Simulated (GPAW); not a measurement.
Runs of GPAW 26.7.0 on SnTe. Symmetry: Fm-3m, No. 225, cubic system. Conventional cell: a = 6.302 Å, b = 6.302 Å, c = 6.302 Å, α = 90.00°, β = 90.00°, γ = 90.00°. Around Te (site symmetry m-3m) lie 6 Sn at 3.15 Å. Around Sn (site symmetry m-3m) lie 6 Te at 3.15 Å. 

```tsv
task	level	potentials or basis	spin	k mesh	cutoff (eV)	maxiter	band path	band points	spin axis theta (degrees)	spin axis phi (degrees)	grid spacing	other keys	gap on the mesh (eV)	pressure (GPa)	V0 of scaled cells (Å³/atom)	B0 (GPa)
band structure	vdW-DF-cx	GPAW PAW data sets (gpaw-data 1.2.1), pw	SOC, no magnetisation	6 × 6 × 6	600	150	GXWKGLUWLK,UX	80	0	0	-	-	(b)	-	-	-
single point	PBE	GPAW PAW data sets (gpaw-data 1.2.1), pw	off	9 × 9 × 9	600	80	-	-	-	-	-	several, not listed	-	2.0	-	-
equation of state	C09-vdW	GPAW PAW data sets (gpaw-data 1.2.1), pw	off	6 × 6 × 6	600	150	-	-	-	-	-	-	-	-	31.38	47
equation of state	PBEsol+D4	PAW data sets generated in the run's folder for this functional, pw	off	6 × 6 × 6	600	150	-	-	-	-	-	-	-	-	(a)	52
equation of state	PBE	GPAW PAW data sets (gpaw-data 1.2.1), fd	off	6 × 6 × 6	-	150	-	-	-	-	0.16 Å	-	-	-	32.82	(c)
band structure	LDA	the program's PAW data sets (release 1.2.1) made for this functional, other valence, pw	off	6 × 6 × 6	600	150	GXWKGLUWLK,UX	80	-	-	-	-	0.17	-2.9	-	-
```

Alike in all rows: cell as given; smearing fermi-dirac 0.05 eV.

Problem. Estimate the missing entries.

Solution. (a) 30.11; (b) 0.31; (c) 38.

Caveats: the PAW data sets were made with another functional, which shifts forces and pressure a little (some runs); spin-orbit coupling was added after a scalar SCF, so levels and gaps hold it while energy, forces, pressure and moments don't (some runs); this program's spin-orbit splittings come out too wide for heavy elements (some runs); spin-orbit coupling is left out, which moves the levels of the heavy elements (some runs).

A k mesh can miss the band edges, and rows without SOC leave out spin-orbit coupling on Sn, Te.

The runs don't all hold the same shells in valence.
